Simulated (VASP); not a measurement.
# Tm (P6_3/mmc) in VASP: notebook

One crystal, Tm, is run at these levels: PBE; tasks: single point.

All numbers are computed with VASP 6.6.1; they aren't measurements. Logs are shortened: lines on timing, memory, paths and dates and some standing lists are left out, and cuts for length are marked.

## (1) Starting point

The structure is hexagonal, space group P6_3/mmc (No. 194). The conventional cell has a = 3.538 Å, b = 3.538 Å, c = 5.555 Å, α = 90.00°, β = 90.00°, γ = 120.00°. Tm (site symmetry -6m2) has 12 Tm at 3.45 to 3.54 Å as nearest neighbours.

## (2) Single point, PBE, collinear spin, ferromagnetic start

INCAR reads:

```
SYSTEM = Tm
  ADDGRID = .False.
  ALGO = Normal
  EDIFF = 1E-6
  ENCUT = 500
  GGA = PE
  ISIF = 2
  ISMEAR = 0
  ISPIN = 2
  LASPH = .True.
  LCHARG = .False.
  LMAXMIX = 6
  LORBIT = 11
  LREAL = .False.
  LWAVE = .False.
  MAGMOM = 2 2
  NBANDS = 34
  NELM = 100
  PREC = Accurate
  SIGMA = 0.1
```

KPOINTS reads:

```
k-points
0
Gamma
  6 6 4
  0 0 0
```

POSCAR reads:

```
Tm
1.0
    3.5375000000      0.0000000000      0.0000000000
   -1.7687500000      3.0635648659      0.0000000000
    0.0000000000      0.0000000000      5.5546000000
Tm
2
Direct
    0.6666666667      0.3333333333      0.7500000000
    0.3333333333      0.6666666667      0.2500000000
```

Potentials or basis: VASP PAW PBE potentials, release 64 (Tm).

Run with:

```
cat potpaw_PBE.64/Tm/POTCAR > POTCAR
mpirun -np 1 vasp_std > vasp.out
```

OUTCAR:

```text
SYSTEM = Tm
   EDIFF = 1E-6
   ENCUT = 500
   GGA = PE
   ISIF = 2
   ISMEAR = 0
   ISPIN = 2
   LASPH = .True.
   LORBIT = 11
   LREAL = .False.
   NELM = 100
   PREC = Accurate

 Found     21 irreducible k-points:

 Following reciprocal coordinates:
            Coordinates               Weight
  0.000000  0.000000  0.000000      1.000000
  0.166667 -0.000000  0.000000      6.000000
  0.333333  0.000000  0.000000      6.000000
  0.500000  0.000000  0.000000      3.000000
  0.166667  0.166667  0.000000      6.000000
  0.333333  0.166667  0.000000     12.000000
   k-points           NKPTS =     21   k-points in BZ     NKDIM =     21   number of bands    NBANDS=     34
   number of dos      NEDOS =    301   number of ions     NIONS =      2
   total plane-waves  NPLWV =  32928
   dimension x,y,z NGX =    28 NGY =   28 NGZ =   42
   dimension x,y,z NGXF=    56 NGYF=   56 NGZF=   84
   ions per type =               2
   NGX,Y,Z   is equivalent  to a cutoff of  13.16, 13.16, 12.57 a.u.
   NGXF,Y,Z  is equivalent  to a cutoff of  26.32, 26.32, 25.14 a.u.
 SYSTEM =  Tm
   PREC   = accura    normal or accurate (medium, high low for compatibility)
   ISTART =      0    job   : 0-new  1-cont  2-samecut
   ICHARG =      2    charge: 1-file 2-atom 10-const
   ISPIN  =      2    spin polarized calculation?
   LNONCOLLINEAR =      F non collinear calculations
   LSORBIT =      F    spin-orbit coupling
   LASPH  =      T    aspherical Exc in radial PAW
   ENCUT  =  500.0 eV  36.75 Ry    6.06 a.u.   6.45  6.45 10.13*2*pi/ulx,y,z
   NELM   =    100;   NELMIN=  2; NELMDL= -5     # of ELM steps
   EDIFF  = 0.1E-05   stopping-criterion for ELM
   LREAL  =      F    real-space projection
   EDIFFG = 0.1E-04   stopping-criterion for IOM
   NSW    =      0    number of steps for IOM
   IBRION =     -1    ionic relax: 0-MD 1-quasi-New 2-CG
   NFREE  =      0    steps in history (QN), initial steepest desc. (CG)
   ISIF   =      2    stress and relaxation
   ISYM   =      2    0-nonsym 1-usesym 2-fastsym
   POTIM  = 0.5000    time-step for ionic-motion
   TEBEG  =    0.0;   TEEND  =   0.0 temperature during run
   PSTRESS=    0.0 pullay stress
   NELECT =      46.0000    total number of electrons
   NUPDOWN=      -1.0000    fix difference up-down
   EMIN   =  10.00;   EMAX   =-10.00  energy-range for DOS
   EFERMI =   0.00;   METHOD = LEGACY
   ISMEAR =     0;   SIGMA  =   0.10  broadening in eV -4-tet -1-fermi 0-gaus
   EFERMI_NEDOS =   21; number of points for ismear=-14 and -15
   IALGO  =     38    algorithm
   IMIX   =      4    mixing-type and parameters
     AMIX     =   0.40;   BMIX     =  1.00
     AMIX_MAG =   1.60;   BMIX_MAG =  1.00
  volume/ion in A,a.u.               =      30.10       203.12
  Fermi-wavevector in a.u.,A,eV,Ry     =   1.496702  2.828357 30.478640  2.240117
  Thomas-Fermi vector in A             =   2.608685
   LORBIT       =     11    0 simple, 1 ext, 2 COOP (PROOUT), +10 PAW based schemes
   GGA     = PE    functional components
   LHFCALC =     F    Hartree Fock is set to
   AEXX    =    0.0000 exact exchange contribution
   IVDW    =     0    specifies the selected vdW correction
   LEPSILON=     F    determine dielectric tensor
   LRPA    =     F    only Hartree local field effects (RPA)
 spin polarized calculation
 Gauss-broadening in eV      SIGMA  =   0.10
  energy-cutoff  :      500.00
  volume of cell :       60.20
 maximum number of plane-waves:      1556
 NGX is ok and might be reduce to    28
   NGX = 13   NGY = 13   NGZ = 21

 number of electron      46.0000021 magnetization       2.1932282

 Free energy of the ion-electron system (eV)
  ---------------------------------------------------
  ext. energy  EPLUGINS =         0.00000000
  ---------------------------------------------------
  free energy    TOTEN  =        -7.99865931 eV

  energy without entropy =       -7.92779347  energy(sigma->0) =       -7.96322639

 E-fermi :   2.2418     XC(G=0): -10.2798

 val. band max:        2.2398486147   @ k =   0.3333   0.1667   0.2500
 cond. band min:       2.2582007746   @ k =   0.3333   0.3333   0.5000
 fundamental gap:      0.0183521599
 Fermi energy:         2.2417766849

 spin component 1

 k-point     1 :       0.0000    0.0000    0.0000
  band No.  band energies     occupation
      1     -48.1797      1.00000
      2     -48.1286      1.00000
      3     -21.7617      1.00000
      4     -21.1849      1.00000
      5     -21.1849      1.00000
      6     -21.0815      1.00000
[... 26 lines left out ...]
     33       8.8381      0.00000
     34       8.8381      0.00000

 k-point     2 :       0.1667   -0.0000    0.0000
  band No.  band energies     occupation
      1     -48.1707      1.00000
      2     -48.1257      1.00000
      3     -21.7065      1.00000
      4     -21.2947      1.00000
      5     -21.2213      1.00000
      6     -21.1956      1.00000
[... 26 lines left out ...]
     33       9.3302      0.00000
     34      10.0072      0.00000

 k-point     3 :       0.3333    0.0000    0.0000
  band No.  band energies     occupation
      1     -48.1508      1.00000
      2     -48.1214      1.00000
      3     -21.5715      1.00000
      4     -21.5152      1.00000
      5     -21.4066      1.00000
      6     -21.2891      1.00000
[... 26 lines left out ...]
     33       9.8398      0.00000
     34      10.3751      0.00000

 k-point     4 :       0.5000    0.0000    0.0000
  band No.  band energies     occupation
      1     -48.1385      1.00000
      2     -48.1217      1.00000
      3     -21.6250      1.00000
      4     -21.5054      1.00000
      5     -21.4704      1.00000
      6     -21.3213      1.00000
[... 26 lines left out ...]
     33       9.9782      0.00000
     34      10.2697      0.00000

 k-point     5 :       0.1667    0.1667    0.0000
  band No.  band energies     occupation
      1     -48.1562      1.00000
      2     -48.1221      1.00000
      3     -21.6102      1.00000
      4     -21.4090      1.00000
      5     -21.3992      1.00000
      6     -21.2493      1.00000
[... 26 lines left out ...]
     33       9.4893      0.00000
     34      10.6454      0.00000

 k-point     6 :       0.3333    0.1667    0.0000
  band No.  band energies     occupation
      1     -48.1386      1.00000
      2     -48.1216      1.00000
      3     -21.5683      1.00000
      4     -21.4723      1.00000
      5     -21.4708      1.00000
      6     -21.3547      1.00000
[... 26 lines left out ...]
     33       9.7542      0.00000
     34      10.2368      0.00000

 [... further k-points ...]

 spin component 2

 k-point     1 :       0.0000    0.0000    0.0000
  band No.  band energies     occupation
      1     -47.6380      1.00000
      2     -47.5838      1.00000
      3     -21.4314      1.00000
      4     -20.8331      1.00000
      5     -20.8331      1.00000
      6     -20.7241      1.00000
[... 26 lines left out ...]
     33       8.8677      0.00000
     34       8.8677      0.00000

 k-point     2 :       0.1667   -0.0000    0.0000
  band No.  band energies     occupation
      1     -47.6284      1.00000
      2     -47.5806      1.00000
      3     -21.3729      1.00000
      4     -20.9497      1.00000
      5     -20.8716      1.00000
      6     -20.8453      1.00000
[... 26 lines left out ...]
     33       9.3741      0.00000
     34      10.0191      0.00000

 k-point     3 :       0.3333    0.0000    0.0000
  band No.  band energies     occupation
      1     -47.6073      1.00000
      2     -47.5761      1.00000
      3     -21.2297      1.00000
      4     -21.1835      1.00000
      5     -21.0688      1.00000
      6     -20.9431      1.00000
[... 26 lines left out ...]
     33       9.8993      0.00000
     34      10.4070      0.00000

 k-point     4 :       0.5000    0.0000    0.0000
  band No.  band energies     occupation
      1     -47.5942      1.00000
      2     -47.5764      1.00000
      3     -21.2997      1.00000
      4     -21.1731      1.00000
      5     -21.1224      1.00000
      6     -20.9770      1.00000
[... 26 lines left out ...]
     33      10.0417      0.00000
     34      10.4216      0.00000

 k-point     5 :       0.1667    0.1667    0.0000
  band No.  band energies     occupation
      1     -47.6130      1.00000
      2     -47.5769      1.00000
      3     -21.2708      1.00000
      4     -21.0711      1.00000
      5     -21.0602      1.00000
      6     -20.9022      1.00000
[... 26 lines left out ...]
     33       9.5372      0.00000
     34      10.6988      0.00000

 k-point     6 :       0.3333    0.1667    0.0000
  band No.  band energies     occupation
      1     -47.5943      1.00000
      2     -47.5763      1.00000
      3     -21.2391      1.00000
      4     -21.1368      1.00000
      5     -21.1244      1.00000
      6     -21.0135      1.00000
[... 26 lines left out ...]
     33       9.8243      0.00000
     34      10.3188      0.00000

 [... further k-points ...]

------------------------ aborting loop because EDIFF is reached ----------------------------------------

  FORCE on cell =-STRESS in cart. coord.  units (eV):
  Direction    XX          YY          ZZ          XY          YZ          ZX
  --------------------------------------------------------------------------------------
  -------------------------------------------------------------------------------------
  Total        1.1178448      1.1178448      1.5976779      0.0000000      0.0000000      0.0000000
  in kB       29.7519728     29.7519728     42.5229613      0.0000000      0.0000000      0.0000000
  external PRESSURE =      34.0089690 kB  Pullay stress =       0.0000000 kB

 VOLUME and BASIS-vectors are now :
 -----------------------------------------------------------------------------
  energy-cutoff  :      500.00
  volume of cell :       60.20
      direct lattice vectors                 reciprocal lattice vectors
     3.537500000  0.000000000  0.000000000     0.282685512  0.163208557  0.000000000
    -1.768750000  3.063564866  0.000000000     0.000000000  0.326417113  0.000000000
     0.000000000  0.000000000  5.554600000     0.000000000  0.000000000  0.180030965

 POSITION                                       TOTAL-FORCE (eV/Angst)
 -----------------------------------------------------------------------------------
      1.76875      1.02119      4.16595         0.000000     -0.000000      0.000000
     -0.00000      2.04238      1.38865        -0.000000      0.000000      0.000000
 -----------------------------------------------------------------------------------
    total drift:                               -0.000000      0.000000     -0.000000

  FREE ENERGIE OF THE ION-ELECTRON SYSTEM (eV)
  ---------------------------------------------------
  free  energy   TOTEN  =        -7.9986593081 eV

  energy  without entropy=       -7.9277934662  energy(sigma->0) =       -7.96322639

 total charge

# of ion       s       p       d       f       tot
--------------------------------------------------
    1        2.221   5.945   0.425  12.479  21.070
    2        2.221   5.945   0.425  12.479  21.070
--------------------------------------------------
tot          4.442  11.889   0.850  24.957  42.139

 magnetization (x)

# of ion       s       p       d       f       tot
--------------------------------------------------
    1        0.003  -0.038  -0.059   1.315   1.220
    2        0.003  -0.038  -0.059   1.315   1.220
--------------------------------------------------
tot          0.005  -0.077  -0.118   2.630   2.441
```

Run time: 2 min. Hardware: 1 thread of Intel Xeon 6975P-C (Granite Rapids), shared host; peak memory 0.24 GiB.

The run converged, but some of its settings lie outside the range that counts as converged, so its numbers aren't taken as properties of the crystal.

Results:

| Item | Value |
| --- | --- |
| Free energy | -7.9987 eV |
| Pressure | 3.4 GPa |
| Band gap on the k mesh | none (metal or under the smearing width) |
| Net moment | 2.19 μB per cell |
| Site moments | Tm +1.22 μB |
| Valence electrons inside the program's atomic spheres | Tm 21.07 |

Caveat: the magnetic or orbital state may not be the lowest; spin-orbit coupling is left out, which moves the levels of the heavy elements.

(Part 1 of 2 ends here.)
